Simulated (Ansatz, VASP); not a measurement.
## Ni in VASP and in Ansatz

```
CELL_PARAMETERS angstrom
0.00000 1.70210 1.70210
1.70210 0.00000 1.70210
1.70210 1.70210 0.00000
ATOMIC_POSITIONS crystal
Ni 0.00000 0.00000 0.00000
```

Change from the starting cell: volume scaled by 0.94.

Alike in both runs: task single point; functional PBEsol; k mesh 13 × 13 × 13; occupations fermi-dirac, width 0.05 eV; collinear spin, ferromagnetic start.

|  | VASP | Ansatz |
| --- | --- | --- |
| version | VASP 6.6.1 | Ansatz 0.2.0 |
| potentials or method | VASP PAW PBE potentials, release 64 (Ni) | Ansatz PAW |
| plane-wave cutoff (eV) | 520 | 420 |
| valence electrons in the cell | 10 | 18 |

```csv
,VASP,Ansatz,Ansatz less VASP
gap on the k mesh at the Fermi level (eV),none,none,-
pressure (GPa),13.2,13.5,+0.25
net moment per atom (μB),0.62,0.62,+0.004
size of the moment on the site where the two differ most (μB),0.62,0.66,+0.035
```

Site moments also hang on the region over which each program counts them. A gap of «none» marks a metal or a gap that the smearing closes. With one functional, cell and mesh, what is left measures potentials, basis and numerics. The two sets of potentials don't hold the same shells in valence.

Caveats: the PAW data sets were made with another functional, which shifts forces and pressure a little (VASP); the PAW data sets come from PBE, with cores solved anew for the run's functional, which leaves a small shift of forces and pressure (Ansatz).
